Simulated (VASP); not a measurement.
# Be (R-3m) in VASP: further runs

Runs on Be. Level: PBE. Tasks: single point.

Everything below comes from runs of VASP 6.6.1. Logs are shortened: lines on timing, memory, paths and dates and some standing lists are left out, and cuts for length are marked.

**1. The crystal as given**

Symmetry: R-3m, No. 166, trigonal system. Conventional cell: a = 2.257 Å, b = 2.257 Å, c = 16.110 Å, α = 90.00°, β = 90.00°, γ = 120.00°. Be (site symmetry -3m) is surrounded by 12 Be at 2.22 to 2.26 Å. Be (site symmetry 3m) has 12 Be at 2.20 to 2.26 Å as nearest neighbours.

The cell was built by a generator and needn't be a form met in nature.

**2. Single point, PBE**

INCAR

```
PREC = Accurate
ENCUT = 520
EDIFF = 1E-7
ISMEAR = 0
SIGMA = 0.1
LREAL = False
LASPH = True
NELM = 100
ALGO = Fast
ISIF = 2
LWAVE = False
LCHARG = True
GGA = PE
LELF = True
LVHAR = True
NBANDS = 10
```

KPOINTS

```
regular mesh
0
Gamma
  24 24 24
```

POSCAR

```
Be
1.0
    1.1286892388      0.6516490358      5.3699711501
   -1.1286892388      0.6516490358      5.3699711501
    0.0000000000     -1.3032980717      5.3699711501
Be
3
Direct
    0.0000000000      0.0000000000      0.0000000000
    0.2216004278      0.2216004278      0.2216004278
    0.7783995722      0.7783995722      0.7783995722
```

Potentials or basis: VASP PAW PBE potentials, release 64 (Be).

On the command line:

```console
$ cat potpaw_PBE.64/Be/POTCAR > POTCAR
$ mpirun -np 1 vasp_std > vasp.out
```

OUTCAR:

```text
PREC = Accurate
   ENCUT = 520
   EDIFF = 1E-7
   ISMEAR = 0
   LREAL = False
   LASPH = True
   NELM = 100
   ISIF = 2
   GGA = PE

 ion  position               nearest neighbor table
   1  0.000  0.000  0.000-   3 2.22   2 2.22   3 2.22   3 2.22   2 2.22   2 2.22
   2  0.222  0.222  0.222-   3 2.20   3 2.20   3 2.20   1 2.22   1 2.22   1 2.22
   3  0.778  0.778  0.778-   2 2.20   2 2.20   2 2.20   1 2.22   1 2.22   1 2.22

  LATTYP: Found a trigonal (rhomboedric) cell.
 ALAT       =     5.5258642778
 COS(alpha) =     0.9165592236

  Lattice vectors:

 A1 = (   1.1286892388,   0.6516490358,   5.3699711501)
 A2 = (  -1.1286892388,   0.6516490358,   5.3699711501)
 A3 = (   0.0000000000,  -1.3032980717,   5.3699711501)

Analysis of symmetry for initial positions (statically):
=====================================================================
 Subroutine PRICEL returns:
 Original cell was already a primitive cell.

 Routine SETGRP: Setting up the symmetry group for a
 trigonal (rhombohedral) supercell.

 Subroutine GETGRP returns: Found 12 space group operations
 (whereof 12 operations were pure point group operations)
 out of a pool of 12 trial point group operations.

The static configuration has the point symmetry D_3d.

Analysis of symmetry for dynamics (positions and initial velocities):
=====================================================================
 Subroutine PRICEL returns:
 Original cell was already a primitive cell.

 Routine SETGRP: Setting up the symmetry group for a
 trigonal (rhombohedral) supercell.

 Subroutine GETGRP returns: Found 12 space group operations
 (whereof 12 operations were pure point group operations)
 out of a pool of 12 trial point group operations.

The dynamic configuration has the point symmetry D_3d.

 Subroutine INISYM returns: Found 12 space group operations
 (whereof 12 operations are pure point group operations),
 and found     1 'primitive' translations

----------------------------------------------------------------------------------------

                                     Primitive cell

  volume of cell :      23.6980

  direct lattice vectors                    reciprocal lattice vectors
     1.128689239  0.651649036  5.369971150     0.442991731  0.255761395  0.062073580
    -1.128689239  0.651649036  5.369971150    -0.442991731  0.255761395  0.062073580
     0.000000000 -1.303298072  5.369971150     0.000000000 -0.511522791  0.062073580

  length of vectors
     5.525864278  5.525864278  5.525864278     0.515275358  0.515275358  0.515275358

  position of ions in fractional coordinates (direct lattice)
     0.000000000  0.000000000  0.000000000
     0.221600428  0.221600428  0.221600428
     0.778399572  0.778399572  0.778399572

  ion indices of the primitive-cell ions
   primitive index   ion index
                 1           1
                 2           2
                 3           3

----------------------------------------------------------------------------------------

 KPOINTS: regular mesh

Automatic generation of k-mesh.
 Grid dimensions read from file:
 generate k-points for:   24   24   24

 Generating k-lattice:

  Cartesian coordinates                     Fractional coordinates (reciprocal lattice)
     0.018457989  0.010656725  0.002586399     0.041666667  0.000000000 -0.000000000
    -0.018457989  0.010656725  0.002586399     0.000000000  0.041666667 -0.000000000
     0.000000000 -0.021313450  0.002586399    -0.000000000 -0.000000000  0.041666667

  Length of vectors
     0.021469807  0.021469807  0.021469807

  Shift w.r.t. Gamma in fractional coordinates (k-lattice)
     0.000000000  0.000000000  0.000000000

 Subroutine IBZKPT returns following result:
 ===========================================

 Found   1313 irreducible k-points:

 Following reciprocal coordinates:
            Coordinates               Weight
  0.000000  0.000000  0.000000      1.000000
  0.041667 -0.000000  0.000000      6.000000
  0.083333  0.000000 -0.000000      6.000000
  0.125000  0.000000  0.000000      6.000000
  0.166667  0.000000 -0.000000      6.000000
  0.208333  0.000000  0.000000      6.000000
[... 16 lines left out ...]
  0.416667  0.041667  0.000000     12.000000
  0.458333  0.041667  0.000000     12.000000
 [... further k-points ...]
   k-points           NKPTS =   1313   k-points in BZ     NKDIM =   1313   number of bands    NBANDS=     10
   number of dos      NEDOS =    301   number of ions     NIONS =      3
   total plane-waves  NPLWV =  74088
   dimension x,y,z NGX =    42 NGY =   42 NGZ =   42
   dimension x,y,z NGXF=    84 NGYF=   84 NGZF=   84
   ions per type =               3
   NGX,Y,Z   is equivalent  to a cutoff of  12.64, 12.64, 12.64 a.u.
   NGXF,Y,Z  is equivalent  to a cutoff of  25.27, 25.27, 25.27 a.u.
 SYSTEM =  unknown system
   PREC   = accura    normal or accurate (medium, high low for compatibility)
   ISTART =      0    job   : 0-new  1-cont  2-samecut
   ICHARG =      2    charge: 1-file 2-atom 10-const
   ISPIN  =      1    spin polarized calculation?
   LNONCOLLINEAR =      F non collinear calculations
   LSORBIT =      F    spin-orbit coupling
   LASPH  =      T    aspherical Exc in radial PAW
   ENCUT  =  520.0 eV  38.22 Ry    6.18 a.u.  10.27 10.27 10.27*2*pi/ulx,y,z
   NELM   =    100;   NELMIN=  2; NELMDL= -5     # of ELM steps
   EDIFF  = 0.1E-06   stopping-criterion for ELM
   LREAL  =      F    real-space projection
   EDIFFG = 0.1E-05   stopping-criterion for IOM
   NSW    =      0    number of steps for IOM
   IBRION =     -1    ionic relax: 0-MD 1-quasi-New 2-CG
   NFREE  =      0    steps in history (QN), initial steepest desc. (CG)
   ISIF   =      2    stress and relaxation
   ISYM   =      2    0-nonsym 1-usesym 2-fastsym
   POTIM  = 0.5000    time-step for ionic-motion
   TEBEG  =    0.0;   TEEND  =   0.0 temperature during run
   PSTRESS=    0.0 pullay stress
   NELECT =       6.0000    total number of electrons
   NUPDOWN=      -1.0000    fix difference up-down
   EMIN   =  10.00;   EMAX   =-10.00  energy-range for DOS
   EFERMI =   0.00;   METHOD = LEGACY
   ISMEAR =     0;   SIGMA  =   0.10  broadening in eV -4-tet -1-fermi 0-gaus
   EFERMI_NEDOS =   21; number of points for ismear=-14 and -15
   IALGO  =     68    algorithm
   IMIX   =      4    mixing-type and parameters
     AMIX     =   0.40;   BMIX     =  1.00
     AMIX_MAG =   1.60;   BMIX_MAG =  1.00
  volume/ion in A,a.u.               =       7.90        53.31
  Fermi-wavevector in a.u.,A,eV,Ry     =   1.035670  1.957133 14.593782  1.072613
  Thomas-Fermi vector in A             =   2.170024
   LORBIT       =      0    0 simple, 1 ext, 2 COOP (PROOUT), +10 PAW based schemes
   GGA     = PE    functional components
   LHFCALC =     F    Hartree Fock is set to
   AEXX    =    0.0000 exact exchange contribution
   IVDW    =     0    specifies the selected vdW correction
   LEPSILON=     F    determine dielectric tensor
   LRPA    =     F    only Hartree local field effects (RPA)
 non-spin polarized calculation
 RMM-DIIS sequential band-by-band and
 Gauss-broadening in eV      SIGMA  =   0.10
  energy-cutoff  :      520.00
  volume of cell :       23.70
 maximum number of plane-waves:       656
 NGX is ok and might be reduce to    42
   NGX = 21   NGY = 21   NGZ = 21

 number of electron       6.0000000 magnetization

 Free energy of the ion-electron system (eV)
  ---------------------------------------------------
  ext. energy  EPLUGINS =         0.00000000
  ---------------------------------------------------
  free energy    TOTEN  =       -11.23670399 eV

  energy without entropy =      -11.23555735  energy(sigma->0) =      -11.23613067

 E-fermi :   7.0890     XC(G=0): -10.6096

 val. band max:        7.0851392635   @ k =  -0.3750   0.3333   0.0417
 cond. band min:       7.0905365342   @ k =  -0.2500   0.4583   0.1667
 fundamental gap:      0.0053972707
 Fermi energy:         7.0889841572

 k-point     1 :       0.0000    0.0000    0.0000
  band No.  band energies     occupation
      1      -4.3249      2.00000
      2      -0.5548      2.00000
      3      -0.5503      2.00000
      4      13.2005      0.00000
      5      13.3735      0.00000
      6      23.8472      0.00000
      7      23.8472      0.00000
      8      24.0544      0.00000
      9      24.0544      0.00000
     10      26.1986      0.00000

 k-point     2 :       0.0417   -0.0000    0.0000
  band No.  band energies     occupation
      1      -4.2740      2.00000
      2      -0.5999      2.00000
      3      -0.3977      2.00000
      4      13.0750      0.00000
      5      13.5486      0.00000
      6      23.2751      0.00000
      7      23.4443      0.00000
      8      23.9378      0.00000
      9      23.9565      0.00000
     10      26.1735      0.00000

 k-point     3 :       0.0833    0.0000   -0.0000
  band No.  band energies     occupation
      1      -4.1212      2.00000
      2      -0.5409      2.00000
      3      -0.1347      2.00000
      4      12.9309      0.00000
      5      13.8348      0.00000
      6      22.0586      0.00000
      7      22.6847      0.00000
      8      23.3006      0.00000
      9      23.4224      0.00000
     10      26.0426      0.00000

 k-point     4 :       0.1250    0.0000    0.0000
  band No.  band energies     occupation
      1      -3.8665      2.00000
      2      -0.3775      2.00000
      3       0.2367      2.00000
      4      12.8095      0.00000
      5      14.1656      0.00000
      6      20.5037      0.00000
      7      21.8352      0.00000
      8      22.1327      0.00000
      9      22.6663      0.00000
     10      25.6037      0.00000

 k-point     5 :       0.1667    0.0000   -0.0000
  band No.  band energies     occupation
      1      -3.5097      2.00000
      2      -0.1121      2.00000
      3       0.7150      2.00000
      4      12.6778      0.00000
      5      14.5031      0.00000
      6      18.8634      0.00000
      7      20.6662      0.00000
      8      20.9973      0.00000
      9      21.8281      0.00000
     10      24.4610      0.00000

 k-point     6 :       0.2083    0.0000    0.0000
  band No.  band energies     occupation
      1      -3.0511      2.00000
      2       0.2518      2.00000
      3       1.2969      2.00000
      4      12.4512      0.00000
      5      14.7273      0.00000
      6      17.4156      0.00000
      7      19.1466      0.00000
      8      20.2196      0.00000
      9      20.9975      0.00000
     10      22.8046      0.00000
[... 183 lines left out ...]
 k-point    21 :       0.3333    0.0417   -0.0000
  band No.  band energies     occupation
      1      -1.4095      2.00000
      2       1.4512      2.00000
      3       3.3420      2.00000
      4      10.4055      0.00000
      5      13.2645      0.00000
      6      15.9392      0.00000
      7      16.4944      0.00000
      8      17.9950      0.00000
      9      18.9813      0.00000
     10      19.8332      0.00000

 k-point    22 :       0.3750    0.0417    0.0000
  band No.  band energies     occupation
      1      -0.6075      2.00000
      2       2.0987      2.00000
      3       4.1131      2.00000
      4       9.2850      0.00000
      5      12.0983      0.00000
      6      14.9678      0.00000
      7      16.0250      0.00000
      8      17.7556      0.00000
      9      18.4689      0.00000
     10      19.8225      0.00000

 k-point    23 :       0.4167    0.0417    0.0000
  band No.  band energies     occupation
      1       0.2723      2.00000
      2       2.7727      2.00000
      3       4.6432      2.00000
      4       8.4617      0.00000
      5      10.9339      0.00000
      6      13.4376      0.00000
      7      16.2332      0.00000
      8      17.5876      0.00000
      9      18.1071      0.00000
     10      20.1826      0.00000

 k-point    24 :       0.4583    0.0417    0.0000
  band No.  band energies     occupation
      1       1.1904      2.00000
      2       3.3917      2.00000
      3       4.5352      2.00000
      4       8.4365      0.00000
      5       9.9454      0.00000
      6      11.9450      0.00000
      7      16.6144      0.00000
      8      17.4451      0.00000
      9      17.9193      0.00000
     10      20.2626      0.00000

 [... further k-points ...]

------------------------ aborting loop because EDIFF is reached ----------------------------------------

  FORCE on cell =-STRESS in cart. coord.  units (eV):
  Direction    XX          YY          ZZ          XY          YZ          ZX
  --------------------------------------------------------------------------------------
  -------------------------------------------------------------------------------------
  Total        0.0200176      0.0200176      0.0322198      0.0000000     -0.0000000      0.0000000
  in kB        1.3533540      1.3533540      2.1783206      0.0000000     -0.0000000      0.0000000
  external PRESSURE =       1.6283429 kB  Pullay stress =       0.0000000 kB

 VOLUME and BASIS-vectors are now :
 -----------------------------------------------------------------------------
  energy-cutoff  :      520.00
  volume of cell :       23.70
      direct lattice vectors                 reciprocal lattice vectors
     1.128689239  0.651649036  5.369971150     0.442991731  0.255761395  0.062073580
    -1.128689239  0.651649036  5.369971150    -0.442991731  0.255761395  0.062073580
     0.000000000 -1.303298072  5.369971150     0.000000000 -0.511522791  0.062073580

 POSITION                                       TOTAL-FORCE (eV/Angst)
 -----------------------------------------------------------------------------------
      0.00000      0.00000      0.00000         0.000000      0.000000      0.000000
      0.00000     -0.00000      3.56996         0.000000     -0.000000      0.001133
      0.00000     -0.00000     12.53995         0.000000      0.000000     -0.001133
 -----------------------------------------------------------------------------------
    total drift:                               -0.000000     -0.000000      0.000000

  FREE ENERGIE OF THE ION-ELECTRON SYSTEM (eV)
  ---------------------------------------------------
  free  energy   TOTEN  =       -11.2367039894 eV

  energy  without entropy=      -11.2355573456  energy(sigma->0) =      -11.23613067
```

It took 20 min on 1 thread of Intel Xeon Platinum 8488C (Sapphire Rapids), shared host; peak memory 0.46 GiB.

Results:

- Free energy: -11.2367 eV
- Pressure: 0.2 GPa
- Band gap on the k mesh: none (metal or under the smearing width)

Stress tensor (GPa, compression positive):
```
0.14 0.00 0.00
0.00 0.14 0.00
0.00 0.00 0.22
```

**3. Single point, PBE (random cell with space group Cccm (No. 66))**

INCAR

```
  ALGO = Normal
  EDIFF = 1E-6
  ENCUT = 520
  GGA = PE
  ISIF = 2
  ISMEAR = 0
  LASPH = True
  LCHARG = False
  LREAL = False
  LWAVE = False
  NBANDS = 12
  NELM = 100
  PREC = Accurate
  SIGMA = 0.1
```

KPOINTS

```
k-points
0
Gamma
  6 6 6
```

POSCAR

```
Be
1.0
    1.3372791508     -3.7534514541      0.0000000000
    1.3372791508      3.7534514541      0.0000000000
    0.0000000000      0.0000000000      4.0111108079
Be
4
Direct
    0.8645075031      0.1373034621      0.0000000000
    0.1373034621      0.8645075031      0.5000000000
    0.1354924969      0.8626965379      0.0000000000
    0.8626965379      0.1354924969      0.5000000000
```

Potentials or basis: VASP PAW PBE potentials, release 64 (Be).

On the command line:

```console
$ cat potpaw_PBE.64/Be/POTCAR > POTCAR
$ mpirun -np 1 vasp_std > vasp.out
```

Run time: 19 s. Hardware: 1 thread of Intel Xeon Platinum 8488C (Sapphire Rapids), shared host; peak memory 0.16 GiB.

The run converged. Its results:

- Free energy: -11.9517 eV
- Pressure: 0.1 GPa
- Largest force: 0.011 eV/Å
- Band gap on the k mesh: none (metal or under the smearing width)

Forces on the atoms (eV/Å):
```
Be  -0.003 -0.010  0.000
Be  -0.003  0.010  0.000
Be   0.003  0.010  0.000
Be   0.003 -0.010  0.000
```

Stress tensor (GPa, compression positive):
```
-0.01  0.00  0.00
 0.00  0.42  0.00
 0.00  0.00 -0.12
```

Levels at points of the mesh, in eV from the Fermi level:
| k point | band 1 | band 2 | band 3 | band 4 | band 5 | band 6 | band 7 | band 8 |
| --- | --- | --- | --- | --- | --- | --- | --- | --- |
| (0.00, 0.00, 0.00) | -9.50 | -4.10 | -3.10 | 0.14 | 1.64 | 3.43 | 3.47 | 6.62 |
| (0.50, 0.00, 0.00) | -5.19 | -4.51 | -2.31 | -0.50 | 1.75 | 1.85 | 2.31 | 3.79 |
| (0.50, 0.50, 0.00) | -7.88 | -7.04 | -2.18 | -1.04 | 1.08 | 1.67 | 4.96 | 9.37 |
| (0.00, 0.00, 0.50) | -7.76 | -7.76 | -0.95 | -0.95 | 2.55 | 2.55 | 7.27 | 7.27 |
| (0.50, 0.00, 0.50) | -3.13 | -3.12 | -3.03 | -3.01 | -0.26 | -0.24 | 2.90 | 2.92 |
| (0.50, 0.50, 0.50) | -6.10 | -6.10 | -5.19 | -5.19 | 7.01 | 7.01 | 7.47 | 7.47 |

Caveat: the k mesh is coarse (spacing up to 0.42 Å⁻¹), so the values aren't converged.
